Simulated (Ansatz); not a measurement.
## TiAl: energy along a strain

TiAl, Pm-3m, a = 3.179 Å (as given, not relaxed at this level: -5.8 GPa). The structure is a Materials Project entry; whether it is the stable form wasn't checked. Ansatz: LDA, PAW, 420 eV, Γ-centred 16×16×16 mesh on 2 atoms, Gaussian smearing 0.15 eV; no spin polarisation. Cell vectors (Å): 3.179 0.000 0.000; 0.000 3.179 0.000; 0.000 0.000 3.179. The cell is strained by x per cent times the pattern (0 0 0 0 0 1) in the order xx yy zz yz xz xy (engineering shears), with fractional coordinates held. y is the free energy over the start, V0 = 16.065 Å³/atom. Symmetry makes y even in x.

| x (%) | y (meV/atom) |
| --- | --- |
| -6.00 | ? |
| -3.00 | 2.67 |
| 0.00 | 0.00 |
| 0.75 | 0.16 |
| 1.50 | 0.66 |
| 2.25 | 1.50 |
| 3.75 | 4.20 |
| 4.50 | 6.09 |
| 5.25 | 8.34 |

**Question.** Fit y = c2 x² + c4 x⁴ to the other rows, get the stiffness along the pattern, and predict the missing energy.

**Answer.** Least squares on the rows shown. y = 0.2944 x² + 0.0002985 x⁴. The clamped-ion stiffness p·C·p = 2 × 2.944 eV × 160.2 / 16.065 Å³ = 59 GPa, which is C66 in these axes (C44 of the cubic crystal) (second derivative at the start, which stands under stress). At x = -6.00 the fit asked for gives 10.99 meV/atom. The run gave 10.98 meV/atom, so the fit is 0.01 meV/atom too high, a small miss on the scale of the series.

Cost: 9 runs of about 2.3 core-minutes in all, on Intel Xeon Platinum 8259CL (Skylake/Cascade Lake) (shared hosts).